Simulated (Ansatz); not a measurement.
Set up this calculation in Ansatz 0.2.0, as the native input.

```yaml
Task: band structure
Functional: BLYP
Potentials_or_basis: Ansatz PAW
Cutoff: "420 eV (not typed: the program's choice for these potentials)"
k_mesh: 7 × 7 × 7
Occupations: fermi-dirac, width 0.05 eV
Spin: no spin polarisation
Path: "[[\"G\", \"X\", \"M\", \"G\", \"Z\", \"R\", \"A\", \"Z\"], [\"X\", \"R\"], [\"M\", \"A\"]]"
Points_for_each_segment_of_the_path: 14
```

BaTiO3:

```xyz
5
Lattice="3.9998 0.0000 0.0000 0.0000 3.9998 0.0000 0.0000 0.0000 4.0180" Properties=species:S:1:pos:R:3 pbc="T T T"
Ba    0.0000    0.0000    0.0000
Ti    1.9999    1.9999    1.9688
O     0.0000    1.9999    2.0773
O     1.9999    0.0000    2.0773
O     1.9999    1.9999    0.0763
```

These files were run (other wordings do the same):

input.yaml

```yaml
crystal:
  lattice:
    - [3.9998, 0.0, 0.0]
    - [0.0, 3.9998, 0.0]
    - [0.0, 0.0, 4.018]
  atoms:
    - { symbol: Ba, position: [0.0, 0.0, 0.0] }
    - { symbol: Ti, position: [0.5, 0.5, 0.49] }
    - { symbol: O, position: [0.0, 0.5, 0.517] }
    - { symbol: O, position: [0.5, 0.0, 0.517] }
    - { symbol: O, position: [0.5, 0.5, 0.019] }
hamiltonian:
  xc: blyp
  pseudopotentials: { kind: paw }
kpoints:
  mp_grid: { grid: [7, 7, 7] }
  band_path:
    path:
      - [[0.0, 0.0, 0.0], [0.0, 0.5, 0.0], [0.5, 0.5, 0.0], [0.0, 0.0, 0.0], [0.0, 0.0, 0.5], [0.0, 0.5, 0.5], [0.5, 0.5, 0.5], [0.0, 0.0, 0.5]]
      - [[0.0, 0.5, 0.0], [0.0, 0.5, 0.5]]
      - [[0.5, 0.5, 0.0], [0.5, 0.5, 0.5]]
    npoints: 14
scf:
  occupations: { method: fermi_dirac, width: 0.05 }
  n_extra_bands: 12
output:
  forces: true
  stress: true
  eigenvalues: true
  fatbands: false
```

Potentials or basis: Ansatz PAW.

Run with:

```sh
$ ansatz run input.yaml --threads 2 --pin off --max-ram 5632MiB --backend cpu --events-out ev --progress --plain --runs-dir out
```

Results of the run:

```json
{
  "Pressure": "8.0 GPa",
  "Largest force": "0.269 eV/Å",
  "Band gap on the k mesh": "1.96 eV, indirect (least direct gap 2.11 eV)",
  "Band gap along the path": "1.86 eV, indirect (least direct gap 2.11 eV)"
}
```

Caveat: the k mesh misses the band edges, so the gap on the mesh is wider than the one along the path; the pressure holds a Pulay correction of +0.6 GPa for the finite cutoff; spin-orbit coupling is left out, which moves the levels of the heavy elements; the PAW data sets come from PBE, with cores solved anew for the run's functional, which leaves a small shift of forces and pressure.

Run time: 25 s on 2 threads of Intel(R) Xeon(R) Processor @ 2.50GHz (Skylake/Cascade Lake) (shared host), peak memory 0.44 GiB.
